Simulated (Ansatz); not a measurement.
## CsPbI3, carrier doping

Start from CsPbI$_{3}$ in the cubic perovskite structure (space group Pm-3m, No. 221; a = 6.390 Å).

Carriers are added at fixed cell with a uniform background; the Fermi–Dirac width is that of 300 K.

Computed with Ansatz (an electronic-structure program) PBE, no SOC.

Notes on the quantities. Fermi level from band edge: Fermi level relative to the doped band's edge (positive inside the band; to 0.05 eV).

```json
[
 {"change": "undoped", "Fermi level from band edge": "–", "gap between the host's bands": "1.48 eV"},
 {"change": "electrons 2.0×10^21 cm⁻³", "Fermi level from band edge": "+0.55 eV", "gap between the host's bands": "1.59 eV"},
 {"change": "electrons 3.0×10^21 cm⁻³", "Fermi level from band edge": "+0.65 eV", "gap between the host's bands": "1.64 eV"},
 {"change": "holes 2.0×10^21 cm⁻³", "Fermi level from band edge": "+0.65 eV", "gap between the host's bands": "1.50 eV"},
 {"change": "holes 3.0×10^21 cm⁻³", "Fermi level from band edge": "+0.70 eV", "gap between the host's bands": "1.54 eV"}
]
```

Charged cell with a jellium background: band edges are those of the host's band count, energies are not comparable with the neutral cell, and many-body gap narrowing is missing. With I and Pb present, leaving out spin-orbit coupling can change the band edges. Stability against distortions was not tested. Many cubic perovskites are stable only at high temperature; tilts and polar distortions were not tested. This is not the structure that CsPbI3 has at room temperature and ambient pressure.
